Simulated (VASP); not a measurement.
Energy against volume of SrF2 (fluorite). Calculation: LDA (Ceperley-Alder, Perdew-Zunger), VASP's LDA PAW potentials (set 64) (plane waves; VASP).

```tsv
V (Å³/atom)	E (eV/atom)
14.332	-6.19277
14.789	-6.20623
15.247	-6.21089
15.704	-6.20807
16.161	-6.19908
```

Question: Fit a third-order Birch-Murnaghan equation of state.

Answer: 
```
Item                                              Value
---------------------------------------  --------------
volume per atom                          15.29 Å^3/atom
bulk modulus                                   85.1 GPa
pressure derivative of the bulk modulus            4.88
lattice constant a                              5.682 Å
```

Measured: bulk modulus 69.0 GPa (computed value off by +23.4 %), as given by On the Morphology of Group II Metal Fluoride Nanocrystals at Finite Temperature and Partial Pressure of HF, PMC6154342. The calculation is for a static lattice, while the measured bulk modulus holds thermal and zero-point effects, which are part of the difference.

The compound is SrF2 in the fluorite structure. It was relaxed first, which changed the volume by -6 %.
